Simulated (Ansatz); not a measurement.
# Cadmium, hcp under r²SCAN: convergence with the Gaussian smearing

How small must the Gaussian smearing width be for energy and pressure to settle? The geometry was relaxed under r²SCAN beforehand and stays fixed; 7 values are run, from 0.01 to 1.0 eV. Wanted are the values from which on the energy stays within 10 and 1 meV/atom, and the pressure within 0.5 GPa, of the narrowest run. Within the series other settings stay, but some runs also write fields, which adds to their time. Spin polarisation is left out.

Program: Ansatz 0.2.0. Level of theory: DFT r²SCAN, plane waves with PAW, scalar-relativistic. These are calculated values, not measurements.

## 1. The system as given

The structure is hexagonal, space group P6_3/mmc (No. 194). Conventional cell: a = 2.951 Å, b = 2.951 Å, c = 5.884 Å, α = 90.00°, β = 90.00°, γ = 120.00°. Cd (site symmetry -6m2) has 6 Cd at 2.95 Å as nearest neighbours.

As a file:

```
CELL_PARAMETERS angstrom
2.95090 0.00000 0.00000
-1.47545 2.55555 0.00000
0.00000 0.00000 5.88385
ATOMIC_POSITIONS crystal
Cd 0.33333 0.66667 0.25000
Cd 0.66667 0.33333 0.75000
```

## 2. With a width of 0.01 eV

The run at 0.01 eV.

File input.yaml:

```yaml
crystal:
  lattice:
    - [2.9509006248, 0.0, 0.0]
    - [-1.4754503124, 2.5555549051, 0.0]
    - [0.0, 0.0, 5.8838547497]
  atoms:
    - { symbol: Cd, position: [0.3333333333, 0.6666666667, 0.25] }
    - { symbol: Cd, position: [0.6666666667, 0.3333333333, 0.75] }
hamiltonian:
  xc: r2scan
  pseudopotentials:
    kind: paw
    azcp:
      Cd: "pseudopotentials/Cd.paw.azcp"
basis:
  ecutwfc: 500
  fft_grid_basis: typed
kpoints:
  mp_grid: { grid: [12, 12, 6], shift: [0, 0, 0] }
magnetization:
  spin_polarized: false
scf:
  occupations: { method: gaussian, width: 0.01 }
  lower_state_search: "off"
output:
  stress: true
```

Started as:

```bash
$ ansatz run input.yaml --threads 2 --pin off --max-ram 5120MiB --backend cpu --events-out ev --progress --plain --runs-dir out
```

## 3. With a width of 0.03 eV

The run at 0.03 eV.

input.yaml, as its differences from that of step 2:

```diff
@@ -22,3 +22,3 @@
 scf:
-  occupations: { method: gaussian, width: 0.01 }
+  occupations: { method: gaussian, width: 0.03 }
   lower_state_search: "off"
```

## 4. With a width of 0.1 eV

The run at 0.1 eV.

input.yaml, as its differences from that of step 3:

```diff
@@ -22,3 +22,3 @@
 scf:
-  occupations: { method: gaussian, width: 0.03 }
+  occupations: { method: gaussian, width: 0.1 }
   lower_state_search: "off"
@@ -26 +26,5 @@
   stress: true
+  write_density: true
+  write_potential: true
+  elf: true
+  volumetric_format: npy
```

## 5. With a width of 0.2 eV

The run at 0.2 eV.

input.yaml, as its differences from that of step 4:

```diff
@@ -22,3 +22,3 @@
 scf:
-  occupations: { method: gaussian, width: 0.1 }
+  occupations: { method: gaussian, width: 0.2 }
   lower_state_search: "off"
@@ -26,5 +26 @@
   stress: true
-  write_density: true
-  write_potential: true
-  elf: true
-  volumetric_format: npy
```

## 6. With a width of 0.3 eV

The run at 0.3 eV.

input.yaml, as its differences from that of step 5:

```diff
@@ -22,3 +22,3 @@
 scf:
-  occupations: { method: gaussian, width: 0.2 }
+  occupations: { method: gaussian, width: 0.3 }
   lower_state_search: "off"
@@ -26 +26,5 @@
   stress: true
+  write_density: true
+  write_potential: true
+  elf: true
+  volumetric_format: npy
```

## 7. With a width of 0.6 eV

The run at 0.6 eV.

input.yaml, as its differences from that of step 6:

```diff
@@ -22,3 +22,3 @@
 scf:
-  occupations: { method: gaussian, width: 0.3 }
+  occupations: { method: gaussian, width: 0.6 }
   lower_state_search: "off"
@@ -26,5 +26 @@
   stress: true
-  write_density: true
-  write_potential: true
-  elf: true
-  volumetric_format: npy
```

## 8. With a width of 1.0 eV

The run at 1.0 eV.

input.yaml, as its differences from that of step 7:

```diff
@@ -22,3 +22,3 @@
 scf:
-  occupations: { method: gaussian, width: 0.6 }
+  occupations: { method: gaussian, width: 1.0 }
   lower_state_search: "off"
```

(Steps that only read results are left out.)

**Question.** What will these runs give?

As calculated:

```
                                          quantity                       value
      E(σ → 0) stays within 10 meV/atom of 0.01 eV                up to 0.6 eV
                  E(σ → 0) stays within 1 meV/atom                up to 0.3 eV
                     pressure stays within 0.5 GPa                up to 0.6 eV
                               pressure at 0.01 eV                    0.07 GPa
energy of a separate run on a finer mesh (20×20×9)  +6.2 meV/atom from 0.01 eV
```

The far end, 1.0 eV, lies +10.9 meV/atom and +0.7 GPa from the yardstick. The free energy F moves by -59.0 meV/atom over the range, and the estimate for σ → 0 by +10.9. In theory F falls as the square of the width under this scheme, but here the ratio is not steady: the mesh at narrow widths, or a density of states that varies over the wide ones, can both cause that. The mesh (12×12×6) is fixed, so the narrowest widths carry a k-point error of their own. The yardstick itself is unsettled by 6.2 meV/atom against the finer mesh, so the thresholds above hold only within this series, and wider smearing, which averages over more states, can land nearer the fine-mesh value than the narrowest does.
